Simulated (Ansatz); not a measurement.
What a change of settings does: Na (sc type)

First run: DFT, PBE, PAW with Ansatz's default frozen-core files, scalar-relativistic (Ansatz 0.2.0).

Command: `ansatz run input.yaml --threads 1 --pin off --max-ram 2048MiB --backend cpu --events-out ev --progress --plain --runs-dir out` It took 1.5 s on 1 thread of Arm Neoverse V1, on a shared host, peak memory 0.26 GiB.

```yaml
crystal:
  lattice:
    - [2.960654226, 0.0, 0.0]
    - [0.0, 2.960654226, 0.0]
    - [0.0, 0.0, 2.960654226]
  atoms:
    - { symbol: Na, position: [0.0, 0.0, 0.0] }
kpoints:
  mp_grid: { grid: [12, 12, 12] }
scf:
  occupations: { method: fermi_dirac, width: 0.05 }
hamiltonian:
  xc: pbe
  pseudopotentials: { kind: paw }
output:
  forces: true
  stress: true
  eigenvalues: true
  populations: true
```

The cell comes from a relaxation on PAW files under the same functional, begun from a prototype that needn't be the stable phase.

This run: volume at 0.65 of the series' base cell.

It converges in 6 SCF iterations at a pressure of 5.79 GPa, cutoff 420 eV.

A second input differs as follows:

```diff
   occupations: { method: fermi_dirac, width: 0.05 }
+  max_iter: 60
 hamiltonian:
   populations: true
+basis:
+  ecutwfc: "40 Ry/bohr"
```

**Question.** What is wrong with it, and what does the program do?

**Answer.** The change was made to test a mistyped or wrong unit on the cutoff. The run is refused before any iteration. The log ends:
```
Error: YAML parse error: error: line 22 column 12: unknown unit factor `Ry/bohr`
  --> <input>:22:12
   |
20 |   populations: true
21 | basis:
22 |   ecutwfc: "40 Ry/bohr"
   |            ^ unknown unit factor `Ry/bohr`
```
